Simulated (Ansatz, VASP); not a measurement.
Ni: VASP beside Ansatz

```
Ni
1.0
    -1.25282    1.25282    1.25282
     1.25282   -1.25282    1.25282
     1.25282    1.25282   -1.25282
Ni
1
Cartesian
  0.0000 0.0000 0.0000
```

Change from the starting cell: volume scaled by 0.78, LAPW.

Alike in both runs: task single point; functional LDA; k mesh 22 × 22 × 22; occupations fermi-dirac, width 0.1 eV; collinear spin.

|  | VASP | Ansatz |
| --- | --- | --- |
| version | VASP 6.6.1 | Ansatz 0.2.0 |
| potentials or method | VASP PAW LDA potentials, release 64 (Ni), cutoff 520 eV | all-electron LAPW, scalar-relativistic |

|  | VASP | Ansatz | Ansatz less VASP |
| --- | --- | --- | --- |
| pressure (GPa) | 111.1 | 111.8 | +0.63 |
| net moment per atom (μB) | 0.00 | 0.00 | 0.000 |

Ansatz ran all-electron here, so the differences hold the error of VASP's frozen core and of both bases. Ansatz warned: «seeded_moment_not_kept».

Caveats: the cell as given lies far from equilibrium; so large a pressure means that the cell lies far from this level's equilibrium, or that cutoff or potentials fall short (VASP).
